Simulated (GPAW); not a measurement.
# GaN (F-43m) in GPAW: further runs, part 2 of 3

GPAW 26.7.0. The steps go on from the part before.

**3. Band structure, vdW-DF2, spin-orbit coupling, no magnetisation**

run.py

```python
import numpy as np
from ase import Atoms
from ase.dft.bandgap import bandgap
from ase.io import write
from gpaw import GPAW, PW
from gpaw.spinorbit import soc_eigenstates

atoms = Atoms(['Ga', 'N'],
              cell=[[0.0, 2.2535006075, 2.2535006075],
                    [2.2535006075, 0.0, 2.2535006075],
                    [2.2535006075, 2.2535006075, 0.0]],
              scaled_positions=[[0.0, 0.0, 0.0],
                                [0.25, 0.25, 0.25]],
              pbc=True)

calc = GPAW(mode=PW(800),
            xc={'name': 'vdW-DF2', 'backend': 'libvdwxc'},
            kpts={'size': (10, 10, 10), 'gamma': True},
            occupations={'name': 'fermi-dirac', 'width': 0.05},
            nbands=11,
            convergence={'density': 1e-05, 'energy': 1e-05},
            maxiter=150,
            txt='gpaw.txt')
atoms.calc = calc
energy = atoms.get_potential_energy()
forces = atoms.get_forces()
calc.write('gs.gpw')
write('result.traj', atoms)
print(f'Energy: {energy:.6f} eV')
print('Forces (eV/A):')
print(forces.round(4))
print('Fermi level:', round(calc.get_fermi_level(), 4), 'eV')
print(f'Gap: {bandgap(calc)[0]:.4f} eV, direct: {bandgap(calc, direct=True)[0]:.4f} eV')

path = atoms.cell.bandpath('GXWKGLUWLK,UX', npoints=100, eps=1e-4)
bs_calc = calc.fixed_density(kpts=path, symmetry='off', nbands=19,
                             convergence={'bands': 'CBM+6.0', 'eigenstates': 1e-6}, txt='bands.txt')
bs = bs_calc.band_structure()
bs.write('bs.json')
print(f'Gap on the path: {bandgap(bs_calc)[0]:.4f} eV')

soc = soc_eigenstates(bs_calc, theta=0, phi=0)
np.savetxt('soc_bands.dat', soc.eigenvalues(), fmt='%.4f')
mesh = soc_eigenstates('gs.gpw', theta=0, phi=0)
np.savetxt('soc_mesh.dat', mesh.eigenvalues(), fmt='%.4f')
print('Fermi level with spin-orbit coupling:', round(mesh.fermi_level, 4), 'eV')
```

Potentials or basis: GPAW PAW data sets (gpaw-data 1.2.1), pw.

On the command line:

```
$ OMP_NUM_THREADS=1 python run.py
```

Run time: 53 s. Hardware: 1 thread of Arm Neoverse N1, shared host; peak memory 0.28 GiB.

It converged, with:

| Property | Result |
| --- | --- |
| Free energy | -86.7091 eV |
| Band gap on the k mesh | 1.98 eV, direct |
| Band gap along the path | 1.98 eV, direct |

Levels at the corners of the path, in eV from the valence-band top:
| point | band 5 | band 6 | band 7 | band 8 | band 9 | band 10 | band 11 | band 12 |
| --- | --- | --- | --- | --- | --- | --- | --- | --- |
| Γ | 0.00 | 0.00 | 0.00 | 0.00 | 1.98 | 1.98 | 10.24 | 10.24 |
| X | -2.61 | -2.61 | -2.56 | -2.56 | 3.74 | 3.74 | 6.80 | 6.80 |
| W | -3.64 | -3.63 | -3.46 | -3.41 | 6.55 | 6.56 | 8.34 | 8.35 |
| K | -4.13 | -4.08 | -2.09 | -2.09 | 5.35 | 5.35 | 7.91 | 7.91 |
| Γ | 0.00 | 0.00 | 0.00 | 0.00 | 1.98 | 1.98 | 10.24 | 10.24 |
| L | -0.96 | -0.96 | -0.92 | -0.92 | 4.81 | 4.81 | 8.98 | 8.98 |
| U | -4.13 | -4.08 | -2.09 | -2.09 | 5.35 | 5.35 | 7.91 | 7.91 |
| W | -3.64 | -3.63 | -3.46 | -3.41 | 6.55 | 6.56 | 8.34 | 8.35 |
| L | -0.96 | -0.96 | -0.92 | -0.92 | 4.81 | 4.81 | 8.98 | 8.98 |
| K | -4.13 | -4.08 | -2.09 | -2.09 | 5.35 | 5.35 | 7.91 | 7.91 |
| U | -4.13 | -4.08 | -2.09 | -2.09 | 5.35 | 5.35 | 7.91 | 7.91 |
| X | -2.61 | -2.61 | -2.56 | -2.56 | 3.74 | 3.74 | 6.80 | 6.80 |

Caveat: spin-orbit coupling was added after a scalar SCF, so levels and gaps hold it while energy, forces, pressure and moments don't; this program's spin-orbit splittings come out too wide for heavy elements; the PAW data sets were made with another functional, which shifts forces and pressure a little.

**4. Equation of state, LDA**

run.py

```python
from ase.eos import EquationOfState
from ase.io import Trajectory, read
from ase.units import GPa
from gpaw import GPAW, PW, setup_paths

setup_paths.insert(0, '.')

atoms = read('GaN.xyz')

traj = Trajectory('eos.traj', 'w')
volumes, energies = [], []
for x in [0.94, 0.96, 0.98, 1.0, 1.02, 1.04, 1.06]:
    a = atoms.copy()
    a.set_cell(atoms.cell * x**(1 / 3), scale_atoms=True)
    calc = GPAW(mode=PW(800),
                xc='LDA',
                kpts={'size': (10, 10, 10), 'gamma': True},
                occupations={'name': 'fermi-dirac', 'width': 0.05},
                nbands=11,
                convergence={'density': 1e-05, 'energy': 1e-05},
                maxiter=150,
                txt=f'eos-{x:.2f}.txt')
    a.calc = calc
    energies.append(a.get_potential_energy(force_consistent=True))
    volumes.append(a.get_volume())
    p = -a.get_stress()[:3].mean() / GPa
    calc.write(f'eos-{x:.2f}.gpw')
    traj.write(a)
    print(f'{x:.2f} {volumes[-1]:10.4f} A^3 {energies[-1]:14.6f} eV {p:9.3f} GPa', flush=True)

v0, e0, B = EquationOfState(volumes, energies, eos='birchmurnaghan').fit()
print(f'V0 = {v0:.4f} A^3, E0 = {e0:.6f} eV, B0 = {B / GPa:.2f} GPa')
```

GaN.xyz

```xyz
2
Lattice="0.0000000000 2.2535006075 2.2535006075 2.2535006075 0.0000000000 2.2535006075 2.2535006075 2.2535006075 0.0000000000" Properties=species:S:1:pos:R:3 pbc="T T T"
Ga     0.0000000000      0.0000000000      0.0000000000
N      1.1267503038      1.1267503038      1.1267503038
```

Potentials or basis: PAW data sets generated in the run's folder for this functional, pw.

On the command line:

```
$ gpaw-setup -f LDA Ga N
$ OMP_NUM_THREADS=1 python run.py
```

The program printed:

```text
__  _  _
 | _ |_)|_||  |
 |__||  | ||/\| - 26.7.0

Input parameters:
  mode=PW(ecut=800.0),
  convergence={'density': 1e-05, 'energy': 1e-05},
  kpts=MonkhorstPack(size=(10, 10, 10), gamma=True),
  maxiter=150,
  nbands=11,
  occupations=Occupations(name='fermi-dirac', width=0.05),
  xc=XC(name='LDA')

Diagonalizing LCAO Hamiltonian
Converting LCAO to pw mode

           N
       Ga

Atoms  # Å, Bohr magnetons
|   | symbol |        x |        y |        z |    initial magnetic moments |
|---|--------|----------|----------|----------|-----------------------------|
| 0 |     Ga | 0.000000 | 0.000000 | 0.000000 | ( 0.0000,  0.0000,  0.0000) |
| 1 |      N | 1.103749 | 1.103749 | 1.103749 | ( 0.0000,  0.0000,  0.0000) |

Unit cell  # Å
| periodic |        x |        y |        z |  lengths |    angles |
|----------|----------|----------|----------|----------|-----------|
[... 172 lines left out ...]
|iter:   7| |  -13.803968c| -6.61 | -3.20 |
|iter:   8| |  -13.803968c| -7.53c| -4.31 |
|iter:   9| |  -13.803968c| -8.38c| -5.01c|

Converged in 9 steps
Energy contributions relative to reference atoms: (reference = -54278.930540)

Energy contributions:
  Kinetic:          44.799680
  Coulomb:         -39.170290
  Zero:              0.158910
  External:          0.000000
  Xc:              -19.592268
  Entropy:          -0.000000
  Spinorbit:         0.000000
  ----------------------------
  Free energy:     -13.803968
  Extrapolated:    -13.803968

dipole moment: (-12.463975, -12.463975, -12.463975)  # |e|*Ang

Fermi level: 7.736
Eigenvalues  # (at kpt = [0.000, 0.000, 0.000])
| band index |      eig [eV] | occ [0-2] |
|------------|---------------|-----------|
|          0 |        -9.490 |     2.000 |
|          1 |         6.788 |     2.000 |
|          2 |         6.788 |     2.000 |
|          3 |         6.788 |     2.000 |
|          4 |         9.093 |     0.000 |
|          5 |        17.424 |     0.000 |
|          6 |        17.424 |     0.000 |
|          7 |        17.424 |     0.000 |
|          8 |        25.030 |     0.000 |
|          9 |        25.611 |     0.000 |
|         10 |        25.665 |     0.000 |

Gap: 2.304 eV
Transition (v -> c):
  (s=0, k=0, n=3, [0.00, 0.00, 0.00]) -> (s=0, k=0, n=4, [0.00, 0.00, 0.00])
No difference between direct/indirect transitions

Stress tensor  # eV/Ang^3
|         x |         y |         z |
|-----------|-----------|-----------|
| -0.103046 | -0.000000 | -0.000000 |
| -0.000000 | -0.103046 |  0.000000 |
| -0.000000 |  0.000000 | -0.103046 |

# Writing to eos-0.94.gpw (mode='')
```

stdout:

```text
0.94    21.5145 A^3     -13.803968 eV    16.510 GPa
0.96    21.9722 A^3     -13.844811 eV    10.691 GPa
0.98    22.4300 A^3     -13.869600 eV     5.483 GPa
1.00    22.8877 A^3     -13.880365 eV     0.834 GPa
1.02    23.3455 A^3     -13.878619 eV    -3.317 GPa
1.04    23.8033 A^3     -13.865477 eV    -7.026 GPa
1.06    24.2610 A^3     -13.842318 eV   -10.336 GPa
V0 = 23.0443 A^3, E0 = -13.881129 eV, B0 = 213.49 GPa
```

It took 2.5 min on 1 thread of Arm Neoverse N1, shared host; peak memory 0.23 GiB.

What came out:

- Equilibrium volume: 11.52 Å³/atom
- Bulk modulus: 213 GPa
- Pressure derivative of the bulk modulus: 4.7

Energy against volume, from the lowest point:
```tsv
volume (Å³/atom)	energy (meV/atom)
10.757	38.20
10.986	17.78
11.215	5.38
11.444	0.00
11.673	0.87
11.902	7.44
12.131	19.02
```

Caveat: the data sets keep Ga 3d, Li 1s and Be 1s frozen, and some such compounds lay over 1.5 % in volume off other programs.

(Part 2 of 3 ends here.)
